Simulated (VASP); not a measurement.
# Ca (P6_3/mmc) in VASP: single point with LDA

Aim: the single point of Ca with LDA.

All numbers are computed with VASP 6.6.1; they aren't measurements. Logs are shortened: lines on timing, memory, paths and dates and some standing lists are left out, and cuts for length are marked.

**1. The structure**

Symmetry: P6_3/mmc, No. 194, hexagonal system. Conventional cell: a = 3.980 Å, b = 3.980 Å, c = 6.520 Å, α = 90.00°, β = 90.00°, γ = 120.00°. Ca (site symmetry -6m2) has 12 Ca at 3.98 to 3.99 Å as nearest neighbours.

This isn't the form of Ca at room conditions, which is fcc.

**2. Single point, LDA**

The input, INCAR:

```
SYSTEM = Ca
PREC = Accurate ; ENCUT = 520
EDIFF = 1E-7 ; ISMEAR = 0
SIGMA = 0.15 ; LREAL = .False.
LASPH = .True. ; NELM = 100
ALGO = Fast ; ISIF = 2
LWAVE = .False. ; LCHARG = .False.
GGA = CA ; NBANDS = 17
```

The input, KPOINTS:

```
Automatic mesh
0
Gamma
  15 15 8
  0 0 0
```

The input, POSCAR:

```
Ca
1.0
    3.9799995206      0.0000000000      0.0000000000
   -1.9899997603      3.4467806919      0.0000000000
    0.0000000000      0.0000000000      6.5200000000
Ca
2
Direct
    0.3333333333      0.6666666667      0.2500000000
    0.6666666667      0.3333333333      0.7500000000
```

Potentials or basis: VASP PAW LDA potentials, release 64 (Ca_sv).

Command:

```
$ cat potpaw_LDA.64/Ca_sv/POTCAR > POTCAR
$ mpirun -np 1 vasp_std > vasp.out
```

OUTCAR:

```text
SYSTEM = Ca
   PREC = Accurate
   ENCUT = 520
   EDIFF = 1E-7
   ISMEAR = 0
   LREAL = .False.
   LASPH = .True.
   NELM = 100
   ISIF = 2
   GGA = CA

 ion  position               nearest neighbor table
   1  0.333  0.667  0.250-
   2  0.667  0.333  0.750-

  LATTYP: Found a hexagonal cell.
 ALAT       =     3.9799995206
 C/A-ratio  =     1.6381911521

  Lattice vectors:

 A1 = (   3.9799995206,   0.0000000000,   0.0000000000)
 A2 = (  -1.9899997603,   3.4467806919,   0.0000000000)
 A3 = (   0.0000000000,   0.0000000000,   6.5200000000)

Analysis of symmetry for initial positions (statically):
=====================================================================
 Subroutine PRICEL returns:
 Original cell was already a primitive cell.

 Routine SETGRP: Setting up the symmetry group for a
 hexagonal supercell.

 Subroutine GETGRP returns: Found 24 space group operations
 (whereof 12 operations were pure point group operations)
 out of a pool of 24 trial point group operations.

The static configuration has the point symmetry D_3d.
 The point group associated with its full space group is D_6h.

Analysis of symmetry for dynamics (positions and initial velocities):
=====================================================================
 Subroutine PRICEL returns:
 Original cell was already a primitive cell.

 Routine SETGRP: Setting up the symmetry group for a
 hexagonal supercell.

 Subroutine GETGRP returns: Found 24 space group operations
 (whereof 12 operations were pure point group operations)
 out of a pool of 24 trial point group operations.

The dynamic configuration has the point symmetry D_3d.
 The point group associated with its full space group is D_6h.

 Subroutine INISYM returns: Found 24 space group operations
 (whereof 12 operations are pure point group operations),
 and found     1 'primitive' translations

----------------------------------------------------------------------------------------

                                     Primitive cell

  volume of cell :      89.4426

  direct lattice vectors                    reciprocal lattice vectors
     3.979999521  0.000000000  0.000000000     0.251256312  0.145062899  0.000000000
    -1.989999760  3.446780692  0.000000000     0.000000000  0.290125798  0.000000000
     0.000000000  0.000000000  6.520000000     0.000000000  0.000000000  0.153374233

  length of vectors
     3.979999521  3.979999521  6.520000000     0.290125798  0.290125798  0.153374233

  position of ions in fractional coordinates (direct lattice)
     0.333333333  0.666666667  0.250000000
     0.666666667  0.333333333  0.750000000

  ion indices of the primitive-cell ions
   primitive index   ion index
                 1           1
                 2           2

----------------------------------------------------------------------------------------

 KPOINTS: Automatic mesh

Automatic generation of k-mesh.
 Grid dimensions read from file:
 generate k-points for:   15   15    8

 Generating k-lattice:

  Cartesian coordinates                     Fractional coordinates (reciprocal lattice)
     0.016750421  0.009670860  0.000000000     0.066666667 -0.000000000  0.000000000
     0.000000000  0.019341720  0.000000000     0.000000000  0.066666667  0.000000000
     0.000000000  0.000000000  0.019171779     0.000000000  0.000000000  0.125000000

  Length of vectors
     0.019341720  0.019341720  0.019171779

  Shift w.r.t. Gamma in fractional coordinates (k-lattice)
     0.000000000  0.000000000  0.000000000

 Subroutine IBZKPT returns following result:
 ===========================================

 Found    135 irreducible k-points:

 Following reciprocal coordinates:
            Coordinates               Weight
  0.000000  0.000000  0.000000      1.000000
  0.066667  0.000000  0.000000      6.000000
  0.133333  0.000000  0.000000      6.000000
  0.200000  0.000000  0.000000      6.000000
  0.266667  0.000000  0.000000      6.000000
  0.333333  0.000000  0.000000      6.000000
[... 16 lines left out ...]
  0.333333  0.200000  0.000000     12.000000
  0.400000  0.200000  0.000000      6.000000
 [... further k-points ...]
   k-points           NKPTS =    135   k-points in BZ     NKDIM =    135   number of bands    NBANDS=     17
   number of dos      NEDOS =    301   number of ions     NIONS =      2
   total plane-waves  NPLWV =  43200
   dimension x,y,z NGX =    30 NGY =   30 NGZ =   48
   dimension x,y,z NGXF=    60 NGYF=   60 NGZF=   96
   ions per type =               2
   NGX,Y,Z   is equivalent  to a cutoff of  12.53, 12.53, 12.24 a.u.
   NGXF,Y,Z  is equivalent  to a cutoff of  25.06, 25.06, 24.48 a.u.
 SYSTEM =  Ca
   PREC   = accura    normal or accurate (medium, high low for compatibility)
   ISTART =      0    job   : 0-new  1-cont  2-samecut
   ICHARG =      2    charge: 1-file 2-atom 10-const
   ISPIN  =      1    spin polarized calculation?
   LNONCOLLINEAR =      F non collinear calculations
   LSORBIT =      F    spin-orbit coupling
   LASPH  =      T    aspherical Exc in radial PAW
   ENCUT  =  520.0 eV  38.22 Ry    6.18 a.u.   7.40  7.40 12.12*2*pi/ulx,y,z
   NELM   =    100;   NELMIN=  2; NELMDL= -5     # of ELM steps
   EDIFF  = 0.1E-06   stopping-criterion for ELM
   LREAL  =      F    real-space projection
   EDIFFG = 0.1E-05   stopping-criterion for IOM
   NSW    =      0    number of steps for IOM
   IBRION =     -1    ionic relax: 0-MD 1-quasi-New 2-CG
   NFREE  =      0    steps in history (QN), initial steepest desc. (CG)
   ISIF   =      2    stress and relaxation
   ISYM   =      2    0-nonsym 1-usesym 2-fastsym
   POTIM  = 0.5000    time-step for ionic-motion
   TEBEG  =    0.0;   TEEND  =   0.0 temperature during run
   PSTRESS=    0.0 pullay stress
   NELECT =      20.0000    total number of electrons
   NUPDOWN=      -1.0000    fix difference up-down
   EMIN   =  10.00;   EMAX   =-10.00  energy-range for DOS
   EFERMI =   0.00;   METHOD = LEGACY
   ISMEAR =     0;   SIGMA  =   0.15  broadening in eV -4-tet -1-fermi 0-gaus
   EFERMI_NEDOS =   21; number of points for ismear=-14 and -15
   IALGO  =     68    algorithm
   IMIX   =      4    mixing-type and parameters
     AMIX     =   0.40;   BMIX     =  1.00
     AMIX_MAG =   1.60;   BMIX_MAG =  1.00
  volume/ion in A,a.u.               =      44.72       301.79
  Fermi-wavevector in a.u.,A,eV,Ry     =   0.993658  1.877741 13.433785  0.987355
  Thomas-Fermi vector in A             =   2.125555
   LORBIT       =      0    0 simple, 1 ext, 2 COOP (PROOUT), +10 PAW based schemes
   GGA     = CA    functional components
   LHFCALC =     F    Hartree Fock is set to
   AEXX    =    0.0000 exact exchange contribution
   IVDW    =     0    specifies the selected vdW correction
   LEPSILON=     F    determine dielectric tensor
   LRPA    =     F    only Hartree local field effects (RPA)
 non-spin polarized calculation
 RMM-DIIS sequential band-by-band and
 Gauss-broadening in eV      SIGMA  =   0.15
  energy-cutoff  :      520.00
  volume of cell :       89.44
 maximum number of plane-waves:      2442
 NGX is ok and might be reduce to    30

 number of electron      20.0000006 magnetization

 Free energy of the ion-electron system (eV)
  ---------------------------------------------------
  ext. energy  EPLUGINS =         0.00000000
  ---------------------------------------------------
  free energy    TOTEN  =        -4.31242334 eV

  energy without entropy =       -4.28455546  energy(sigma->0) =       -4.29848940

 E-fermi :   1.6150     XC(G=0):  -7.7776

 val. band max:        1.6142429474   @ k =   0.2667   0.2667   0.2500
 cond. band min:       1.6187971014   @ k =   0.3333   0.3333   0.3750
 fundamental gap:      0.0045541540
 Fermi energy:         1.6150362910

 k-point     1 :       0.0000    0.0000    0.0000
  band No.  band energies     occupation
      1     -40.1301      2.00000
      2     -40.1192      2.00000
      3     -21.4572      2.00000
      4     -21.3636      2.00000
      5     -21.3636      2.00000
      6     -21.3475      2.00000
[... 9 lines left out ...]
     16       3.9719      0.00000
     17       4.3381      0.00000

 k-point     2 :       0.0667    0.0000    0.0000
  band No.  band energies     occupation
      1     -40.1296      2.00000
      2     -40.1190      2.00000
      3     -21.4555      2.00000
      4     -21.3674      2.00000
      5     -21.3648      2.00000
      6     -21.3515      2.00000
[... 9 lines left out ...]
     16       4.0178      0.00000
     17       4.2880      0.00000

 k-point     3 :       0.1333    0.0000    0.0000
  band No.  band energies     occupation
      1     -40.1284      2.00000
      2     -40.1184      2.00000
      3     -21.4508      2.00000
      4     -21.3783      2.00000
      5     -21.3682      2.00000
      6     -21.3626      2.00000
[... 9 lines left out ...]
     16       4.0769      0.00000
     17       4.1681      0.00000

 k-point     4 :       0.2000    0.0000    0.0000
  band No.  band energies     occupation
      1     -40.1266      2.00000
      2     -40.1175      2.00000
      3     -21.4433      2.00000
      4     -21.3943      2.00000
      5     -21.3789      2.00000
      6     -21.3731      2.00000
[... 9 lines left out ...]
     16       4.1059      0.00000
     17       4.1196      0.00000

 k-point     5 :       0.2667    0.0000    0.0000
  band No.  band energies     occupation
      1     -40.1244      2.00000
      2     -40.1166      2.00000
      3     -21.4339      2.00000
      4     -21.4129      2.00000
      5     -21.3972      2.00000
      6     -21.3786      2.00000
[... 9 lines left out ...]
     16       4.3345      0.00000
     17       4.4046      0.00000

 k-point     6 :       0.3333    0.0000    0.0000
  band No.  band energies     occupation
      1     -40.1222      2.00000
      2     -40.1159      2.00000
      3     -21.4307      2.00000
      4     -21.4237      2.00000
      5     -21.4146      2.00000
      6     -21.3838      2.00000
[... 9 lines left out ...]
     16       4.5923      0.00000
     17       4.7542      0.00000

 k-point     7 :       0.4000    0.0000    0.0000
  band No.  band energies     occupation
      1     -40.1203      2.00000
      2     -40.1155      2.00000
      3     -21.4448      2.00000
      4     -21.4279      2.00000
      5     -21.4140      2.00000
      6     -21.3879      2.00000
[... 9 lines left out ...]
     16       4.9059      0.00000
     17       5.1707      0.00000

 k-point     8 :       0.4667    0.0000    0.0000
  band No.  band energies     occupation
      1     -40.1191      2.00000
      2     -40.1154      2.00000
      3     -21.4524      2.00000
      4     -21.4351      2.00000
      5     -21.4075      2.00000
      6     -21.3900      2.00000
[... 9 lines left out ...]
     16       5.2963      0.00000
     17       5.3590      0.00000
[... 203 lines left out ...]
      1     -40.1196      2.00000
      2     -40.1154      2.00000
      3     -21.4412      2.00000
      4     -21.4265      2.00000
      5     -21.4106      2.00000
      6     -21.3944      2.00000
[... 9 lines left out ...]
     16       4.7326      0.00000
     17       5.1321      0.00000

 k-point    20 :       0.4000    0.1333    0.0000
  band No.  band energies     occupation
      1     -40.1185      2.00000
      2     -40.1154      2.00000
      3     -21.4480      2.00000
      4     -21.4310      2.00000
      5     -21.4038      2.00000
      6     -21.3980      2.00000
[... 9 lines left out ...]
     16       4.9794      0.00000
     17       5.2659      0.00000

 k-point    21 :       0.2000    0.2000    0.0000
  band No.  band energies     occupation
      1     -40.1216      2.00000
      2     -40.1158      2.00000
      3     -21.4212      2.00000
      4     -21.4210      2.00000
      5     -21.4205      2.00000
      6     -21.3868      2.00000
[... 9 lines left out ...]
     16       4.4323      0.00000
     17       4.8147      0.00000

 k-point    22 :       0.2667    0.2000    0.0000
  band No.  band energies     occupation
      1     -40.1198      2.00000
      2     -40.1154      2.00000
      3     -21.4330      2.00000
      4     -21.4252      2.00000
      5     -21.4113      2.00000
      6     -21.3955      2.00000
[... 9 lines left out ...]
     16       4.6124      0.00000
     17       5.0154      0.00000

 k-point    23 :       0.3333    0.2000    0.0000
  band No.  band energies     occupation
      1     -40.1183      2.00000
      2     -40.1154      2.00000
      3     -21.4409      2.00000
      4     -21.4266      2.00000
      5     -21.4035      2.00000
      6     -21.4026      2.00000
[... 9 lines left out ...]
     16       4.8094      0.00000
     17       5.1128      0.00000

 k-point    24 :       0.4000    0.2000    0.0000
  band No.  band energies     occupation
      1     -40.1177      2.00000
      2     -40.1155      2.00000
      3     -21.4436      2.00000
      4     -21.4265      2.00000
      5     -21.4070      2.00000
      6     -21.3985      2.00000
[... 9 lines left out ...]
     16       4.9440      0.00000
     17       5.2105      0.00000

 [... further k-points ...]

------------------------ aborting loop because EDIFF is reached ----------------------------------------

  FORCE on cell =-STRESS in cart. coord.  units (eV):
  Direction    XX          YY          ZZ          XY          YZ          ZX
  --------------------------------------------------------------------------------------
  -------------------------------------------------------------------------------------
  Total       -1.3203675     -1.3203675     -1.2863884      0.0000000      0.0000000      0.0000000
  in kB      -23.6516328    -23.6516328    -23.0429693      0.0000000      0.0000000      0.0000000
  external PRESSURE =     -23.4487450 kB  Pullay stress =       0.0000000 kB

 VOLUME and BASIS-vectors are now :
 -----------------------------------------------------------------------------
  energy-cutoff  :      520.00
  volume of cell :       89.44
      direct lattice vectors                 reciprocal lattice vectors
     3.979999521  0.000000000  0.000000000     0.251256312  0.145062899  0.000000000
    -1.989999760  3.446780692  0.000000000     0.000000000  0.290125798  0.000000000
     0.000000000  0.000000000  6.520000000     0.000000000  0.000000000  0.153374233

 POSITION                                       TOTAL-FORCE (eV/Angst)
 -----------------------------------------------------------------------------------
     -0.00000      2.29785      1.63000         0.000000     -0.000000      0.000000
      1.99000      1.14893      4.89000        -0.000000      0.000000      0.000000
 -----------------------------------------------------------------------------------
    total drift:                               -0.000000      0.000000     -0.000000

  FREE ENERGIE OF THE ION-ELECTRON SYSTEM (eV)
  ---------------------------------------------------
  free  energy   TOTEN  =        -4.3124233359 eV

  energy  without entropy=       -4.2845554570  energy(sigma->0) =       -4.29848940
```

Run time: 3.7 min. Hardware: 1 thread of Intel Xeon Platinum 8488C (Sapphire Rapids), shared host; peak memory 0.28 GiB.

Results:

| Quantity | Value |
| --- | --- |
| Free energy | -4.3124 eV |
| Pressure | -2.3 GPa |
| Band gap on the k mesh | none (metal or under the smearing width) |
